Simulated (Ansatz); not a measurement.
Runs of Ansatz 0.2.0 on PbF2 (Fluorocronite). The structure is cubic, space group Fm-3m (No. 225). The conventional cell has a = 5.927 Å, b = 5.927 Å, c = 5.927 Å, α = 90.00°, β = 90.00°, γ = 90.00°. Pb (site symmetry m-3m) has 8 F at 2.57 Å as nearest neighbours. Around F (site symmetry -43m) lie 4 Pb at 2.57 Å. 

```tsv
level	share of exact exchange	gap on the mesh (eV)	pressure (GPa)
PBE0 form with a typed share of exact exchange	0.1	5.35	1.9
PBE0 form with a typed share of exact exchange	0	4.54	(b)
PBE0 form with a typed share of exact exchange	0.5	8.62	-0.8
PBE0 form with a typed share of exact exchange	0.15	5.76	1.5
PBE0 form with a typed share of exact exchange	0.35	7.39	0.1
PBE0	0.25	(a)	0.8
```

Alike in all rows: task single point; potentials or basis Ansatz PAW; no spin polarisation; cell as given; k mesh 5 × 5 × 5; cutoff (eV) 420; smearing fermi-dirac 0.05 eV.

Task: Fill in the values left out.

Result: (a) 6.57; (b) 2.7.

Caveats: odd divisions of the mesh miss points on the zone boundary, where band edges often lie, so the gap on the mesh can be too wide; spin-orbit coupling is left out, which as a rule narrows the gap of such compounds by several tenths of an eV; the PAW data sets come from PBE, with cores solved anew for the run's functional, which leaves a small shift of forces and pressure (some runs); the thresholds are loose for stress (some runs); the PAW data sets were made with another functional, which shifts forces and pressure a little (some runs).

A k mesh can miss the band edges, and the runs leave out spin-orbit coupling on Pb.
